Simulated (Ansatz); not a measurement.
# Se: the cost of one run

Computed with Ansatz 0.2.0 (reference: DFT, HSE06, plane waves, PAW, unless a step's input says otherwise).

## Step 1: Starting point

It takes space group R-3 (No. 148, trigonal). The conventional cell has a = 11.249 Å, b = 11.249 Å, c = 4.466 Å, α = 90.00°, β = 90.00°, γ = 120.00°. Se (site symmetry 1) is surrounded by 2 Se at 2.37 Å.

As a file:

```cif
data_structure
_symmetry_space_group_name_H-M 'R-3:H'
_symmetry_Int_Tables_number 148
_cell_length_a 11.2495
_cell_length_b 11.2495
_cell_length_c 4.4656
_cell_angle_alpha 90.000
_cell_angle_beta 90.000
_cell_angle_gamma 120.000
_cell_volume 489.42
loop_
_atom_site_label
_atom_site_type_symbol
_atom_site_symmetry_multiplicity
_atom_site_Wyckoff_symbol
_atom_site_fract_x
_atom_site_fract_y
_atom_site_fract_z
_atom_site_occupancy
Se1 Se 18 f 0.95981 0.79535 0.87949 1
```

## Step 2: Baseline

input.yaml reads:

```yaml
crystal:
  lattice:
    - [5.6247499422, 3.2474508932, 1.4885349391]
    - [-5.6247499422, 3.2474508932, 1.4885349391]
    - [0.0, -6.4949017865, 1.4885349391]
  atoms:
    - { symbol: Se, position: [0.8392979907, 0.7150361889, 0.0841377999] }
    - { symbol: Se, position: [0.7150361889, 0.0841377999, 0.8392979907] }
    - { symbol: Se, position: [0.0841377999, 0.8392979907, 0.7150361889] }
    - { symbol: Se, position: [0.1607020093, 0.2849638111, 0.9158622001] }
    - { symbol: Se, position: [0.2849638111, 0.9158622001, 0.1607020093] }
    - { symbol: Se, position: [0.9158622001, 0.1607020093, 0.2849638111] }
kpoints:
  mp_grid: { grid: [4, 4, 4] }
hamiltonian:
  xc: hse06
scf:
  occupations: { method: fixed }
  n_extra_bands: 5
output:
  forces: true
  stress: true
  eigenvalues: true
```

On the command line:

```
$ ansatz run input.yaml --threads 4 --pin off --max-ram 4608MiB --backend cpu --events-out ev --progress --plain --runs-dir out
```

**Question.** How long does this run take on 4 threads of Arm Neoverse N1, shared host, and how much memory does it need?

About 1.8 min, with a peak of 2.6 GiB.
